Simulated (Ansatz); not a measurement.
Runs of Ansatz 0.2.0 on MoP. The structure is hexagonal, space group P-6m2 (No. 187). Conventional cell: a = 3.223 Å, b = 3.223 Å, c = 3.191 Å, α = 90.00°, β = 90.00°, γ = 120.00°. Around Mo (site symmetry -6m2) lie 6 P at 2.45 Å. P (site symmetry -6m2) is surrounded by 6 Mo at 2.45 Å. 

```tsv
task	level	spin	cell	k mesh	smearing	points for each segment of the path	gap on the mesh (eV)	pressure (GPa)	relaxed volume (Å³/atom)
band structure	LDA	SOC, no magnetisation	as given	7 × 7 × 6	fermi-dirac 0.05 eV	14	none	(b)	-
relaxation of cell and atoms	PBE+D4	off	relaxed	10 × 10 × 8	fermi-dirac 0.05 eV	-	-	0.0	14.14
single point	PBE	off	as given	10 × 10 × 8	gaussian 0.018 eV	-	none	2.5	-
relaxation of cell and atoms	RPBE+D4	off	relaxed	10 × 10 × 8	fermi-dirac 0.05 eV	-	-	0.0	(a)
relaxation of cell and atoms	PBE+D3(BJ)	off	relaxed	10 × 10 × 8	fermi-dirac 0.05 eV	-	-	0.0	14.06
```

Alike in all rows: potentials or basis Ansatz PAW; cutoff (eV) 420.

Problem. Fill in the values left out.

Solution. (a) 13.91; (b) -7.3.

Caveats: the plane-wave basis is chosen anew once the cell has moved, so the energies of steps on either side of that aren't comparable (some runs); the PAW data sets come from PBE, with cores solved anew for the run's functional, which leaves a small shift of forces and pressure (some runs).

A k mesh can miss the band edges, and rows without SOC leave out spin-orbit coupling on Mo.

A gap of «none» marks a metal or a gap under the smearing width.
